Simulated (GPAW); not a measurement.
## ZnS: equation of state with PBEsol

**Measured values to compare with.**

From “Electronic, vibrational, and thermodynamic properties of ZnS (zincblende and rocksalt structure)”, 2009, arxiv:0911.5022, for a bulk crystal of ZnS: bulk modulus 76.9 GPa.

The system is ZnS.

```
CELL_PARAMETERS angstrom
0.00000 2.70200 2.70200
2.70200 0.00000 2.70200
2.70200 2.70200 0.00000
ATOMIC_POSITIONS crystal
Zn 0.75000 0.75000 0.75000
S 0.00000 0.00000 0.00000
```

```
Program             : GPAW 26.7.0
Task                : equation of state
Functional          : PBEsol
Potentials or basis : PAW data sets generated in the run's folder for this functional
Cutoff              : 600 eV
Basis               : pw
k mesh              : 9 × 9 × 9
Occupations         : fermi-dirac, width 0.05 eV
Spin                : no spin polarisation
```

The equilibrium volume is 19.22 Å³/atom. The bulk modulus is 79 GPa and the pressure derivative of the bulk modulus is 4.4.

Energy against volume, from the lowest point:
```csv
volume (Å³/atom),energy (meV/atom)
18.543,6.17
18.938,0.92
19.332,0.00
19.727,2.95
20.121,9.38
20.516,18.90
20.910,31.21
```

Run time: 99 s on 1 thread of AMD EPYC 7R43 64-Core Processor (Zen 3), with other jobs on the host, peak memory 0.25 GiB.

Against the measured bulk modulus of ZnS, 76.9 GPa (quoted in “Electronic, vibrational, and thermodynamic properties of ZnS (zincblende and rocksalt structure)”, 2009, arxiv:0911.5022), the calculated 79 GPa is off by +2.7 %. The fit is for a static lattice scaled at fixed shape and fixed fractional positions.
